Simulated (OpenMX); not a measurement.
SiO2 under changes of volume

One of the cells (13.656 Å³/atom); the others are scaled copies at fixed shape and fractional positions:

```
CELL_PARAMETERS angstrom
5.06109 0.00000 0.00000
-2.53054 4.38303 0.00000
0.00000 0.00000 5.54050
ATOMIC_POSITIONS crystal
Si 0.50000 0.00000 0.00000
Si 0.50000 0.50000 0.33333
Si 0.00000 0.50000 0.66667
O 0.41726 0.20863 0.16667
O 0.79137 0.20863 0.83333
O 0.20863 0.41726 0.50000
O 0.58274 0.79137 0.16667
O 0.20863 0.79137 0.83333
O 0.79137 0.58274 0.50000
```

The cell comes from a database or a generator and needn't be the stable form of this composition.

```yaml
Program: OpenMX 3.8.5
Functional: LDA
Potentials_or_basis: OpenMX 2013 LDA set, Si7.0-s2p2d1, O6.0-s2p2d1, fixed grid of 54 × 54 × 64 points
k_mesh: 7 × 7 × 5
Occupations: fermi-dirac, width 0.05 eV
Spin: no spin polarisation
```

| volume (Å³/atom) | energy over the lowest point (meV/atom) | gap on the mesh (eV) | largest force (eV/Å) |
| --- | --- | --- | --- |
| 12.837 | 43.88 | 6.28 | 1.011 |
| 13.110 | ? | ? | ? |
| 13.383 | 7.69 | 6.03 | 0.623 |
| 13.656 | 0.62 | 5.89 | 0.453 |
| 13.929 | 0.00 | 5.75 | 0.296 |
| 14.202 | 5.23 | 5.59 | 0.148 |
| 14.475 | 15.77 | 5.43 | 0.044 |

Problem. What does the run at 13.110 Å³/atom give?

Solution. Energy over the lowest point 21.87 meV/atom; gap on the mesh 6.16 eV; largest force 0.810 eV/Å.

Worked out: A Birch-Murnaghan fit of order 3 (a polynomial in V^(-2/3)) to the other rows has its minimum at 13.82 Å³/atom with B0 = V·E''(V) = 181 GPa and B' = 3.9 at fixed shape and positions, which overstates the stiffness. It gives 21.86 meV/atom at 13.110 Å³/atom, against the run's 21.87. A parabola through the other rows of the gap, of slope -5.99 eV per unit of ln V there, gives 6.16 eV, against the run's 6.16.

Energies are extrapolated to zero smearing.

Caveats: an odd mesh through Γ misses points on the zone boundary, where band edges often lie; the basis of atomic orbitals isn't converged, which shifts pressures, moduli and gaps; forces of over 1 eV/Å show positions far from the minimum, so gaps and moduli don't describe the material at rest (some runs).
